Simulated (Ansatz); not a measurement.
TiO$_{2}$ (P4_2/mnm), comparing deformations

Level of theory: Ansatz, DFT PBEsol, scalar-relativistic, plane waves, PAW. The runs took a 420 eV cutoff, a Γ-centred 6×6×10 mesh and Gaussian smearing (0.05 eV). No spin polarisation. Energies are free energies at this smearing, counted from the undisturbed cell; pressure is positive in compression.

The starting cell (relaxed at this level):

```
Ti O
1.0
     4.59125    0.00000    0.00000
     0.00000    4.59125    0.00000
     0.00000    0.00000    2.93899
Ti O
2 4
Direct
  0.00000 0.00000 0.00000
  0.50000 0.50000 0.50000
  0.30444 0.30444 0.00000
  0.19556 0.80444 0.50000
  0.69556 0.69556 0.00000
  0.80444 0.19556 0.50000
```

The cell is strained by ε times a Voigt pattern (xx, yy, zz, yz, xz, xy; engineering shear) with fractional coordinates fixed. τ = (1/V0) dE/dε comes from the stress tensor. Of each scan, only the three points used here are listed.

```
           pattern        ε  τ (GPa)
(0, 0, 0, 0, 0, 1)  -0.0050    -1.15
(0, 0, 0, 0, 0, 1)   0.0000     0.00
(0, 0, 0, 0, 0, 1)   0.0025     0.58
(0, 0, 0, 1, 0, 0)  -0.0250    -3.65
(0, 0, 0, 1, 0, 0)   0.0000     0.00
(0, 0, 0, 1, 0, 0)   0.0125     1.83
```

Q: Which constants do the scans give, and which deformation costs least for the same size of strain tensor?

A: The slope dτ/dε at zero (parabola through three points) is pᵀCp: (0, 0, 0, 0, 0, 1) gives C66 = 230 GPa; (0, 0, 0, 1, 0, 0) gives C44 = 146 GPa. The size of the strain tensor, ε:ε, is ε² times 0.5, 0.5. Per unit of it the stiffnesses are 460, 292 GPa, so (0, 0, 0, 1, 0, 0) is the softest of these: at ε:ε = (1 %)² the quadratic term costs 0.94 meV/atom against 1.48 for the stiffest. These are clamped-ion values.

Forces appear on the atoms along this scan, and letting them relax would lower the energy and soften the response.

Cost: 17 runs of about 2.3 core-minutes in all, on Intel Xeon Platinum 8488C (Sapphire Rapids) (shared hosts).